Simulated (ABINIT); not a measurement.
InP: single point with PBEsol

**The experiment to reproduce.**

From a printed reference work, data compilation, for a bulk crystal of InP at 1.6 K: band gap 1.4236 eV (direct).

The system is InP.

```
In P
1.0
     0.00000    2.93050    2.93050
     2.93050    0.00000    2.93050
     2.93050    2.93050    0.00000
In P
1 1
Direct
  0.00000 0.00000 0.00000
  0.75000 0.75000 0.75000
```

```
Program             : ABINIT 10.8.3 (patched build)
Task                : single point
Functional          : PBEsol
Potentials or basis : PseudoDojo NC SR PBEsol v0.4 stringent
Cutoff              : 1007 eV
k mesh              : 6 × 6 × 6
Occupations         : fermi-dirac, width 0.05 eV
Spin                : no spin polarisation
```

The pressure is 0.1 GPa, the band gap on the k mesh is 0.61 eV, direct and the valence electrons inside the program's atomic spheres are In 17.85; P 2.74.

Levels at points of the mesh, in eV from the valence-band top:
| k point | band 10 | band 11 | band 12 | band 13 | band 14 | band 15 | band 16 | band 17 |
| --- | --- | --- | --- | --- | --- | --- | --- | --- |
| (0.00, 0.00, 0.00) | -11.55 | 0.00 | 0.00 | 0.00 | 0.61 | 4.01 | 4.01 | 4.01 |
| (0.50, 0.00, 0.00) | -9.80 | -5.80 | -0.98 | -0.98 | 1.40 | 4.73 | 4.73 | 6.96 |
| (0.50, 0.50, 0.00) | -9.14 | -5.82 | -2.35 | -2.35 | 1.63 | 2.16 | 9.10 | 9.51 |

It took 38 s on 1 thread of Arm Neoverse V1, with other jobs on the host, peak memory 0.09 GiB.

Measured gap of InP: 1.4236 eV (direct; 1.6 K; a printed reference work, data compilation). This calculation gives 0.61 eV (-0.81 eV). Spin-orbit coupling on In is left out. The value is that of PBEsol, without temperature or zero-point motion. Semilocal functionals fall short of measured gaps as a rule.

Caveat: spin-orbit coupling is left out, which moves the levels of the heavy elements.
